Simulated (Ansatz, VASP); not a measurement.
## Two plane-wave programs on AgCl (Chlorargyrite)

```xyz
2
Lattice="0.0000 2.6771 2.6771 2.6771 0.0000 2.6771 2.6771 2.6771 0.0000" Properties=species:S:1:pos:R:3 pbc="T T T"
Ag    0.0000    0.0000    0.0000
Cl    2.6771    2.6771    2.6771
```

Alike in both runs: functional LDA; k mesh 8 × 8 × 8; occupations gaussian, width 0.02 eV; no spin polarisation.

Ansatz relaxed the structure, and its values are those at the end. VASP's run is a single point on that final structure, the one shown.

```csv
,VASP,Ansatz
version,VASP 6.6.1,Ansatz 0.2.0
potentials or method,"VASP PAW LDA potentials, release 64 (Ag, Cl)","scalar-relativistic, plane waves, PAW"
plane-wave cutoff (eV),520,420
valence electrons in the cell,18,26
```

|  | VASP | Ansatz | Ansatz less VASP |
| --- | --- | --- | --- |
| gap on the k mesh at the Fermi level (eV) | 0.66 | 0.63 | -0.028 |
| least direct gap on the mesh (eV) | 3.37 | 3.34 | -0.026 |
| pressure (GPa) | 0.0 | 0.0 | -0.03 |

The two sets of potentials don't hold the same shells in valence.

A k mesh can miss the band edges.
